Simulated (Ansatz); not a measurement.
# Si (P-1) in Ansatz: reference runs

How does Si come out in PBE? The cell is run as given.

All numbers are computed with Ansatz 0.2.0; they aren't measurements. Logs are shortened: lines on timing, memory, paths and dates and some standing lists are left out, and cuts for length are marked.

## 1. The cell of the first run

The typed cell holds 1 atom: a = 2.622 Å, b = 2.745 Å, c = 2.618 Å, α = 102.53°, β = 99.83°, γ = 125.45°.

This isn't the form of Si at room conditions, which is diamond.

## 2. Single point, PBE (cell sheared at random, sigma 0.06, atoms nudged by 0.01 Å)

input.yaml

```yaml
crystal:
  lattice:
    - [-1.63224671, 1.68876785, 1.16666691]
    - [1.73080285, -1.69329951, 1.29369204]
    - [1.62460171, 1.68565451, -1.17225083]
  atoms:
    - { symbol: Si, position: [0.0, 0.0, 0.0] }
kpoints:
  mp_grid: { grid: [13, 13, 11] }
scf:
  occupations: { method: fermi_dirac, width: 0.05 }
hamiltonian:
  xc: pbe
  pseudopotentials: { kind: all_electron, lapw: { basis_error: 0.001 } }
output:
  forces: true
  stress: true
  eigenvalues: true
  populations: true
```

Potentials or basis: all-electron LAPW, scalar-relativistic.

Started as:

```sh
$ ansatz run input.yaml --threads 1 --pin off --max-ram 3072MiB --backend cpu --events-out ev --progress --plain --runs-dir out
```

Output:

```text
Warning: RAYON_NUM_THREADS=1 ignored (pool sized by the plan → 1); use --threads N
Si: projections on atomic orbitals take those of the free atom 1s2 2s2 2p6 3s2 3p2, of charge +0.00 (hamiltonian.pseudopotentials.projection_atoms)
LAPW: plane waves up to 7.057 Å⁻¹, error target 1.0e-3 eV per atom; small_component_spin mean_spin; Si in spheres of 1.231 Å, 12 of its electrons in bands, Dirac shells [] (how accurate: hamiltonian.pseudopotentials.lapw.basis_error, Limitations)
Engine: ansatz 0.2.0, aarch64-unknown-linux-gnu
Pseudopotentials: kind: all_electron
Pseudopotential: Si, LAPW, valence charge 12, lapw/all_electron/scalar/gaussian/Si, Koelling and Harmon's equation, gaussian nucleus
Functional definition: PBE
  parameter kappa = 0.804
  parameter beta = 0.06672455060314922
  exchange = pbe_x(kappa = kappa, mu = beta*pi^2/3)
  correlation = pbe_c(beta = beta)
Crystal: 1 atoms, lattice volume = 13.908 Å³
Basis set: ecut = 189.74316355461605 eV, 73 PW (Γ), exchange–correlation at level 2
Bands: 10, of which v1, the nominal top of the filled ones, is band 6 counted from 1 (5 counted from 0)
Symmetry: 2 space group operations
Space group: P-1 (ITA 2), of the structure as read, at distance tolerance 2.4e-5 Å
k-points: 930 of 1859
Non-local potential: Si, projectors of the file, none
Initial density: superposition of atomic densities (chi_scale 0.1, normalization cell)
Initial wavefunctions: plane waves of lowest kinetic energy (no species holds an atomic orbital)
Functional: x = pbe(κ = 0.804, μ = 0.2195149727645171), c = pbe(β = 0.06672455060314922)
iter 1 solved again at ethr=2.66e-4 eV; its pass at ethr=1.00e-1 eV (dr2=3.19e-2 eV) is discarded
SCF iter   1: F=—  HF=-7891.777033 eV  |F-HF|=—  |Δ(HF+E_count)|=         —  Δρ=1.87e-2  dr2=3.20e-2  ethr=2.66e-4  ⟨swp⟩=2.9  Hψ=68925  notcnv=0
preconditioner: auto → none  [metal: Δε(μ)=0.003 eV  Ē_g=14.217 eV  σ=0.050 eV  W_gap=0.01  n_scr=4 (ndim 8)  ℏωp=19.9 eV  f_vac=0.000  D(μ)=0.51/eV (n_scr^D=0)  sad-step TF]
SCF iter   2: F=—  HF=-7891.760467 eV  |F-HF|=—  |Δ(HF+E_count)|=   1.66e-2  Δρ=1.18e-2  dr2=1.42e-2  ethr=2.66e-4  ⟨swp⟩=2.0  Hψ=26585  notcnv=0
iter 3 solved again at ethr=1.24e-6 eV; its pass at ethr=1.18e-4 eV (dr2=1.49e-4 eV) is discarded
SCF iter   3: F=—  HF=-7891.755301 eV  |F-HF|=—  |Δ(HF+E_count)|=   5.17e-3  Δρ=1.30e-3  dr2=1.50e-4  ethr=1.24e-6  ⟨swp⟩=2.0  Hψ=46552  notcnv=0
SCF iter   4: F=—  HF=-7891.755329 eV  |F-HF|=—  |Δ(HF+E_count)|=         —  Δρ=2.32e-4  dr2=4.66e-6  ethr=1.24e-6  ⟨swp⟩=2.0  Hψ=25010  notcnv=0
the basis was enlarged: its passes take 56.3 KiB over the memory plan, 1 of 1 planned eigensolver slots
SCF iter   5: F=-7891.755331 eV  HF=-7891.755331 eV  |F-HF|=3.42e-8  |Δ(HF+E_count)|=   1.98e-6  Δρ=1.38e-5  dr2=1.60e-8  ethr=3.88e-8  ⟨swp⟩=2.0  Hψ=25010  notcnv=0
SCF 1 converged in 5 iterations: F = -7891.755331 eV  dr2 = 1.60e-8
SCF converged after 5 iterations
Free energy (F): -7891.755331 eV
Harris-Foulkes:  -7891.755331 eV  (|F-HF|=3.42e-8)
Internal energy: -7891.751275 eV  (E = F + TS)
E sigma→0 (E₀):  -7891.753303 eV
Entropy (-TS):   -0.004056 eV (-4.056 meV/atom)
Fermi energy:    12.980866 eV
--- Per-component energies (eV) ---
  E_band       = -681.790561
  E_kinetic    = 7915.121257
  E_xc         = -568.963581
  E_electrostatic = -15237.908950  (all electrons and nuclei)
  E_smearing   = -0.004056  (= −TS)
  E_closure    = 0.000000  (closes the sum)
  E_atoms      = -7886.856883  (free atoms, spherical and without spin; not in F)
  Σ components = -7891.755331   (vs F -7891.755331, Δ=0.00e0)
  Basis errors (estimates in eV, not in F): energy 4.3e-4 per atom: plane waves 4.0e-4 (2.1e-4 summed), levels above the bands 1.3e-102, relativity 5.8e-9, radial functions 3.7e-5, core shells 7.8e-14; eigenvalues (radial functions only) 1.5e-5; not estimated: angular momenta, meshes, grids; target (lapw.basis_error) 1.0e-3; muffin-tin radii Si 1.231 Å
--- Forces (eV/Å), atoms counted from 1 ---
  atom   1  Si     0.00000000     0.00000000     0.00000000
  max |Σ_I F_I| component: 0.00e0 eV/Å
--- Stress (GPa, compression-positive) ---
        2.680044       1.068136       0.815431
        1.068136       2.143456      -0.855913
        0.815431      -0.855913      13.254212
  P = ⅓ Tr σ = 6.0259 GPa (60.259 kbar)
--- Band table (eV; the first three rows and the last of 930) ---
  k-point 0: bands = ["-121.7370", "-77.7880", "-77.7831", "-77.7656", "-1.8405", "21.2395", "21.6609", "21.8720", "24.2540", "28.3528"]
  k-point 1: bands = ["-121.7369", "-77.7882", "-77.7835", "-77.7658", "-1.6289", "18.2161", "21.8263", "22.9824", "25.8740", "27.5814"]
  k-point 2: bands = ["-121.7366", "-77.7891", "-77.7843", "-77.7664", "-0.9964", "14.7105", "22.3020", "23.4711", "26.0787", "28.0236"]
  k-point 929: bands = ["-121.7342", "-77.7938", "-77.7872", "-77.7777", "3.9089", "11.9785", "14.1782", "18.3779", "23.1833", "24.8259"]
--- Löwdin populations: 1 site ---
  site symbol       q [e]
     0     Si     13.9030
  spilling = 0.006929 (of n_electrons = 14.000000)
```

Run time: 40 s. Hardware: 1 thread of Arm Neoverse N1, shared host; peak memory 0.43 GiB.

What came out:

| Item | Value |
| --- | --- |
| Free energy | -7891.7553 eV |
| Pressure | 6.0 GPa |
| Band gap on the k mesh | none (metal or under the smearing width) |

Stress tensor (GPa, compression positive):
```
 2.68  1.07  0.82
 1.07  2.14 -0.86
 0.82 -0.86 13.25
```
